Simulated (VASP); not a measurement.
# SnTe (Fm-3m) in VASP: settings compared, part 2 of 2

VASP 6.6.1. Earlier steps stand in the parts before.

## (5) Relaxation of cell and atoms, LDA

This run uses another cell than the first one, of 30.36 Å³/atom, 0.971 times its volume.

Contents of INCAR:

```
PREC = Accurate
ENCUT = 600
EDIFF = 1E-7
ISMEAR = 0
SIGMA = 0.03
LREAL = False
LASPH = True
NELM = 80
ALGO = Normal
ISIF = 3
LWAVE = False
LCHARG = False
GGA = CA
IBRION = 2
NSW = 90
EDIFFG = -0.005
```

Contents of KPOINTS:

```
Automatic mesh
0
Gamma
  10 10 10
```

Contents of POSCAR:

```
SnTe                                    
1.0
   -0.0000000000      3.1195685553      3.1195685553
    3.1195685553      0.0000000000      3.1195685553
    3.1195685553      3.1195685553      0.0000000000
  Sn              Te            
     1     1
Direct
     0.0000000000000000    0.0000000000000000    0.0000000000000000
     0.5000000000000000    0.5000000000000000    0.5000000000000000
```

Potentials or basis: VASP PAW LDA potentials, release 64 (Sn_d, Te).

Run with:

```bash
> cat potpaw_LDA.64/Sn_d/POTCAR potpaw_LDA.64/Te/POTCAR > POTCAR
> mpirun -np 1 vasp_std > vasp.out
```

OUTCAR:

```text
PREC = Accurate
   ENCUT = 600
   EDIFF = 1E-7
   ISMEAR = 0
   LREAL = False
   LASPH = True
   NELM = 80
   ISIF = 3
   GGA = CA
   IBRION = 2
   NSW = 90
   EDIFFG = -0.005

 ion  position               nearest neighbor table
   1  0.000  0.000  0.000-   2 3.12   2 3.12   2 3.12   2 3.12   2 3.12   2 3.12
   2  0.500  0.500  0.500-   1 3.12   1 3.12   1 3.12   1 3.12   1 3.12   1 3.12

  LATTYP: Found a face centered cubic cell.
 ALAT       =     6.2391371106

  Lattice vectors:

 A1 = (   0.0000000000,   3.1195685553,   3.1195685553)
 A2 = (   3.1195685553,   0.0000000000,   3.1195685553)
 A3 = (   3.1195685553,   3.1195685553,   0.0000000000)

Analysis of symmetry for initial positions (statically):
=====================================================================
 Subroutine PRICEL returns:
 Original cell was already a primitive cell.

 Routine SETGRP: Setting up the symmetry group for a
 face centered cubic supercell.

 Subroutine GETGRP returns: Found 48 space group operations
 (whereof 48 operations were pure point group operations)
 out of a pool of 48 trial point group operations.

The static configuration has the point symmetry O_h .

Analysis of symmetry for dynamics (positions and initial velocities):
=====================================================================
 Subroutine PRICEL returns:
 Original cell was already a primitive cell.

 Routine SETGRP: Setting up the symmetry group for a
 face centered cubic supercell.

 Subroutine GETGRP returns: Found 48 space group operations
 (whereof 48 operations were pure point group operations)
 out of a pool of 48 trial point group operations.

The dynamic configuration has the point symmetry O_h .

 Subroutine INISYM returns: Found 48 space group operations
 (whereof 48 operations are pure point group operations),
 and found     1 'primitive' translations

----------------------------------------------------------------------------------------

[... 125 lines left out ...]
 Gauss-broadening in eV      SIGMA  =   0.03
  energy-cutoff  :      600.00
  volume of cell :       60.72
 maximum number of plane-waves:      2085
   NGX = 17   NGY = 17   NGZ = 17

 number of electron      19.9999997 magnetization

 Free energy of the ion-electron system (eV)
  ---------------------------------------------------
  ext. energy  EPLUGINS =         0.00000000
  ---------------------------------------------------
  free energy    TOTEN  =        -8.83247389 eV

  energy without entropy =       -8.83247388  energy(sigma->0) =       -8.83247389

 E-fermi :   7.1537     XC(G=0):  -9.8706

 val. band max:        7.0507797707   @ k =   0.5000   0.0000   0.0000
 cond. band min:       7.2565645543   @ k =   0.5000   0.0000   0.0000
 fundamental gap:      0.2057847836
 Fermi energy:         7.1536646521

 k-point     1 :       0.0000    0.0000    0.0000
  band No.  band energies     occupation
      1     -14.6875      2.00000
      2     -14.6875      2.00000
      3     -14.6765      2.00000
      4     -14.6765      2.00000
      5     -14.6765      2.00000
      6      -5.9239      2.00000
      7       2.4477      2.00000
      8       4.9156      2.00000
      9       4.9156      2.00000
     10       4.9156      2.00000
     11      10.4693      0.00000
     12      10.4693      0.00000
     13      10.4693      0.00000
     14      11.8440      0.00000
[... 377 lines left out ...]
      1     -14.7030      2.00000
      2     -14.6840      2.00000
      3     -14.6794      2.00000
      4     -14.6670      2.00000
      5     -14.6666      2.00000
      6      -4.6644      2.00000
      7       0.0990      2.00000
      8       3.0147      2.00000
      9       3.6046      2.00000
     10       3.8273      2.00000
     11       9.7290      0.00000
     12      11.0341      0.00000
     13      11.1203      0.00000
     14      11.5296      0.00000

 [... further k-points ...]

------------------------ aborting loop because EDIFF is reached ----------------------------------------

  FORCE on cell =-STRESS in cart. coord.  units (eV):
  Direction    XX          YY          ZZ          XY          YZ          ZX
  --------------------------------------------------------------------------------------
  -------------------------------------------------------------------------------------
  Total       -0.0096015     -0.0096015     -0.0096015      0.0000000     -0.0000000      0.0000000
  in kB       -0.2533578     -0.2533578     -0.2533578      0.0000000     -0.0000000      0.0000000
  external PRESSURE =      -0.2533578 kB  Pullay stress =       0.0000000 kB

 VOLUME and BASIS-vectors are now :
 -----------------------------------------------------------------------------
  energy-cutoff  :      600.00
  volume of cell :       60.72
      direct lattice vectors                 reciprocal lattice vectors
     0.000000000  3.119568555  3.119568555    -0.160278574  0.160278574  0.160278574
     3.119568555  0.000000000  3.119568555     0.160278574 -0.160278574  0.160278574
     3.119568555  3.119568555  0.000000000     0.160278574  0.160278574 -0.160278574

 POSITION                                       TOTAL-FORCE (eV/Angst)
 -----------------------------------------------------------------------------------
      0.00000      0.00000      0.00000        -0.000000      0.000000     -0.000000
      3.11957      3.11957      3.11957         0.000000     -0.000000      0.000000
 -----------------------------------------------------------------------------------
    total drift:                               -0.000000      0.000000      0.000000

  FREE ENERGIE OF THE ION-ELECTRON SYSTEM (eV)
  ---------------------------------------------------
  free  energy   TOTEN  =        -8.8324738856 eV

  energy  without entropy=       -8.8324738846  energy(sigma->0) =       -8.83247389

 reached required accuracy - stopping structural energy minimisation
```

OSZICAR:

```text
N       E                     dE             d eps       ncg     rms          rms(c)
DAV:   1     0.133598789797E+03    0.13360E+03   -0.10527E+04  1316   0.180E+03
DAV:   2     0.361586131993E+01   -0.12998E+03   -0.12773E+03  1388   0.408E+02
DAV:   3    -0.854598071346E+01   -0.12162E+02   -0.11700E+02  1700   0.105E+02
DAV:   4    -0.887712078951E+01   -0.33114E+00   -0.33100E+00  1510   0.194E+01
DAV:   5    -0.889003103615E+01   -0.12910E-01   -0.12910E-01  1908   0.366E+00    0.498E+00
DAV:   6    -0.883793526609E+01    0.52096E-01   -0.11141E-01  1802   0.277E+00    0.314E+00
DAV:   7    -0.883340743907E+01    0.45278E-02   -0.41091E-02  1656   0.127E+00    0.678E-01
DAV:   8    -0.883246011023E+01    0.94733E-03   -0.67644E-03  1574   0.769E-01    0.154E-01
DAV:   9    -0.883249052488E+01   -0.30415E-04   -0.54342E-04  1620   0.237E-01    0.543E-02
DAV:  10    -0.883247482027E+01    0.15705E-04   -0.51233E-05  1624   0.712E-02    0.265E-02
DAV:  11    -0.883247456528E+01    0.25499E-06   -0.28947E-05  1618   0.477E-02    0.160E-02
DAV:  12    -0.883247391385E+01    0.65143E-06   -0.33383E-06  1496   0.161E-02    0.100E-02
DAV:  13    -0.883247388561E+01    0.28241E-07   -0.26631E-07  1426   0.347E-03
   1 F= -.88324739E+01 E0= -.88324739E+01  d E =-.883247E+01
```

CONTCAR:

```text
SnTe
   1.00000000000000
     0.0000000000000000    3.1195685552999999    3.1195685552999999
     3.1195685552999999    0.0000000000000000    3.1195685552999999
     3.1195685552999999    3.1195685552999999    0.0000000000000000
  Sn              Te
     1     1
Direct
     0.0000000000000000    0.0000000000000000    0.0000000000000000
     0.5000000000000000    0.5000000000000000    0.5000000000000000

  0.00000000E+00  0.00000000E+00  0.00000000E+00
  0.00000000E+00  0.00000000E+00  0.00000000E+00
```

Wall time 21 s (1 thread of Intel Xeon 6975P-C (Granite Rapids), shared host); peak memory 0.2 GiB.

Results:

| Item | Value |
| --- | --- |
| Free energy | -8.8325 eV |
| Pressure after relaxing | 0.0 GPa |
| Band gap on the k mesh | 0.21 eV, direct |

Final structure:
```
CELL_PARAMETERS angstrom
0.00000 3.11957 3.11957
3.11957 0.00000 3.11957
3.11957 3.11957 0.00000
ATOMIC_POSITIONS crystal
Sn 0.00000 0.00000 0.00000
Te 0.50000 0.50000 0.50000
```

Caveat: the relaxation stopped at its first step, so nothing moved; spin-orbit coupling is left out, which moves the levels of the heavy elements.
